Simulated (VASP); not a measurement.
# CaSe in VASP: how settings move the PBE single point

Aim: see what changed inputs do to the PBE single point of rocksalt CaSe, under -3.5 % strain along z alone.

Program: VASP 6.6.1. PAW datasets, plane waves. The values are computed, spin-unpolarised, and not measurements.

## Step 1: Starting point

The cell comes from an earlier relaxation with r2SCAN in another program, then strained, with the atoms relaxed again.

The symmetry is I4/mmm (No. 139, tetragonal); a = 4.197 Å, c = 5.730 Å in the conventional setting, 25.23 Å³ an atom. Near Ca stand 6 Se at 2.86–2.97 Å; near Se stand 6 Ca at 2.86–2.97 Å.

As a file:

```xyz
2
Lattice="0.0000 2.9675 2.8649 2.9675 0.0000 2.8649 2.9675 2.9675 0.0000" Properties=species:S:1:pos:R:3 pbc="T T T"
Ca    0.0000    0.0000    0.0000
Se    2.9675    2.9675    2.8649
```

## Step 2: Baseline

Input file INCAR:

```
ENCUT = 520.000000
SIGMA = 0.020000
EDIFF = 1.00e-07
GGA = PE
PREC = Accurate
IBRION = -1
ISIF = 2
ISMEAR = -1
NBANDS = 15
NELM = 120
NSW = 0
LASPH = .TRUE.
LCHARG = .TRUE.
LELF = .TRUE.
LWAVE = .FALSE.
LREAL = .FALSE.
```

Input file KPOINTS:

```
KPOINTS created by Atomic Simulation Environment
0
Gamma
8 8 8
0 0 0
```

Input file POSCAR:

```
Ca Se
 1.0000000000000000
     0.0000000000000000    2.9675351259000000    2.8648584105000001
     2.9675351259000000    0.0000000000000000    2.8648584105000001
     2.9675351259000000    2.9675351259000000    0.0000000000000000
 Ca  Se
   1   1
Cartesian
  0.0000000000000000  0.0000000000000000  0.0000000000000000
  2.9675351258999996  2.9675351258999996  2.8648584104999997
```

A file KPOINTS_OPT adds named points for the levels; it doesn't enter the self-consistent loop.

Potentials: the recommended PBE PAW datasets, 16 valence electrons.

On the command line:

```bash
> mpirun -np 1 vasp_std
```

## Step 3: Variant 1

Input file INCAR:

```
ENCUT = 520.000000
SIGMA = 0.020000
GGA = PE
PREC = Accurate
IBRION = -1
ISIF = 2
ISMEAR = -1
NBANDS = 15
NSW = 0
LASPH = .TRUE.
LCHARG = .FALSE.
LWAVE = .FALSE.
LREAL = .FALSE.
EDIFF = 0.0001
NELM = 94
```

KPOINTS is that of step 2.

POSCAR is that of step 2.

## Step 4: Variant 2

INCAR, as its differences from that of step 2:

```diff
@@ -9,8 +9,7 @@
 NBANDS = 15
-NELM = 120
 NSW = 0
 LASPH = .TRUE.
-LCHARG = .TRUE.
-LELF = .TRUE.
+LCHARG = .FALSE.
 LWAVE = .FALSE.
 LREAL = .FALSE.
+NELM = 76
```

Input file KPOINTS:

```
KPOINTS created by Atomic Simulation Environment
0
Monkhorst-Pack
8 8 8
0 0 0
```

POSCAR is that of step 2.

## Step 5: Variant 3

INCAR, as its differences from that of step 2:

```diff
@@ -9,8 +9,7 @@
 NBANDS = 15
-NELM = 120
 NSW = 0
 LASPH = .TRUE.
-LCHARG = .TRUE.
-LELF = .TRUE.
+LCHARG = .FALSE.
 LWAVE = .FALSE.
 LREAL = .FALSE.
+NELM = 81
```

Input file KPOINTS:

```
KPOINTS created by Atomic Simulation Environment
0
Monkhorst-Pack
8 8 8
0 0 0
```

POSCAR is that of step 2.

What does the calculation give? Wanted: for each run, changed; ending; energy change; pressure; electronic steps; usable.

**Answer**, as computed:

| run | changed | ending | energy change (meV/atom) | pressure (GPa) | gap on the mesh (eV; negative: overlap) | electronic steps | time | usable |
| --- | --- | --- | --- | --- | --- | --- | --- | --- |
| ref. | – | converged | 0 | 2.8 | 1.93 | 14 | 54 s | yes |
| 1 | EDIFF = 0.0001, NELM = 94 | converged | 0.0 | 2.8 | 1.93 | 11 | 32 s | yes |
| 2 | NELM = 76, shifted mesh | converged | 0.0 | 2.8 | 2.13 | 14 | 91 s | yes |
| 3 | NELM = 81, shifted mesh | converged | 0.0 | 2.8 | 2.13 | 14 | 83 s | yes |

Of 3 altered inputs, 3 gave usable results.
